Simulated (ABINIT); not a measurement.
Runs of ABINIT 10.8.3 (patched build) on SrCl2. The structure is cubic, space group Fm-3m (No. 225). The conventional cell has a = 6.977 Å, b = 6.977 Å, c = 6.977 Å, α = 90.00°, β = 90.00°, γ = 90.00°. Around Sr (site symmetry m-3m) lie 8 Cl at 3.02 Å. Cl (site symmetry -43m) is surrounded by 4 Sr at 3.02 Å. 

| task | level | potentials or basis | cell | k mesh | cutoff (eV) | smearing | scissor shift (eV) | dielectric constant of the model screening | valence bands | conduction bands | cutoff of the screening (Ha) | mesh quality | gap on the mesh (eV) | pressure (GPa) |
| --- | --- | --- | --- | --- | --- | --- | --- | --- | --- | --- | --- | --- | --- | --- |
| optical spectrum by the Bethe-Salpeter equation | PBE | SG15 NC PBE v1.2 | as given | 4 × 4 × 4, shifted | 707 | fixed | 3.1 | 2.84 | 3 | 3 | 4 | coarse | - | 1.0 |
| dielectric tensor | PBE | SG15 NC PBE v1.2 | as given | 2 × 2 × 2, with 4 shifts | 707 | fixed | - | - | - | - | - | coarse | - | (a) |
| one-shot levels of the hybrid HSE03 | PBE | PseudoDojo NC SR PBE v0.4.1 standard | cell relaxed at zero pressure by an earlier run | 4 × 4 × 4 | 925 | fixed | - | - | - | - | - | not flagged | 5.24 | - |
| single point | PBE | PseudoDojo NC SR PBE v0.4.1 standard | cell relaxed | 5 × 5 × 5 | 925 | fermi-dirac 0.05 eV | - | - | - | - | - | not flagged | 5.30 | 0.0 |
| single point | LDA | PseudoDojo NC SR LDA v0.4.1 standard | as given | 5 × 5 × 5 | 707 | fermi-dirac 0.05 eV | - | - | - | - | - | not flagged | 4.95 | - |
| relaxation of cell and atoms | PBE | PseudoDojo NC SR PBE v0.4.1 standard | relaxed | 5 × 5 × 5 | 925 | fermi-dirac 0.05 eV | - | - | - | - | - | not flagged | 5.30 | 0.0 |
| single point | PBE | SG15 NC PBE v1.2 | as given | 5 × 5 × 5 | 707 | fermi-dirac 0.05 eV | - | - | - | - | - | not flagged | 5.42 | 1.0 |

Alike in all rows: no spin polarisation.

Task: Estimate the missing entries.

Result: (a) 0.9.

Caveats: some runs use coarse meshes; an odd mesh through Γ misses points on the zone boundary, where band edges often lie (some runs); spectra need much finer meshes, so this one isn't converged (some runs); the scissor shift was typed, not computed (some runs); exciton levels on so few k points bind far too strongly (some runs); Libxc's HSE differs a little from that of other programs (some runs); this build's HSE levels may be imprecise (some runs).

A k mesh can miss the band edges, and the runs leave out spin-orbit coupling on Sr.
